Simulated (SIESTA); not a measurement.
Crystal: SnTe.

```xyz
2
Lattice="0.0000 3.1509 3.1509 3.1509 0.0000 3.1509 3.1509 3.1509 0.0000" Properties=species:S:1:pos:R:3 pbc="T T T"
Te    3.1509    3.1509    3.1509
Sn    0.0000    0.0000    0.0000
```

Base run:

| Quantity | Value |
| --- | --- |
| Program | SIESTA 5.4.2 |
| Functional | PBEsol |
| Potentials or basis | PseudoDojo 0.4 standard (PBEsol files) |
| Basis | DZP (energy shift 0.003 Ry; two zetas on semicore shells) |
| Grid cutoff | 500 Ry |
| Energy shift | 0.003 Ry |
| k mesh | 7 × 7 × 7 |
| Occupations | fermi-dirac, width 0.05 eV |
| Spin | no spin polarisation |

Its results: pressure 0.3 GPa.

Question: After a change of settings the same cell gave: pressure -0.9 GPa. Which change was it?
A. functional from PBEsol to BLYP; potentials or basis from PseudoDojo 0.4 standard (PBEsol files) to PseudoDojo 0.4 standard (PBE files)
B. functional from PBEsol to PBE; potentials or basis from PseudoDojo 0.4 standard (PBEsol files) to PseudoDojo 0.4 standard (PBE files)
C. functional from PBEsol to LDA; potentials or basis from PseudoDojo 0.4 standard (PBEsol files) to PseudoDojo 0.4 standard (LDA files)

Answer: C.

Caveats: the basis of atomic orbitals isn't converged, which shifts pressures, moduli and gaps.
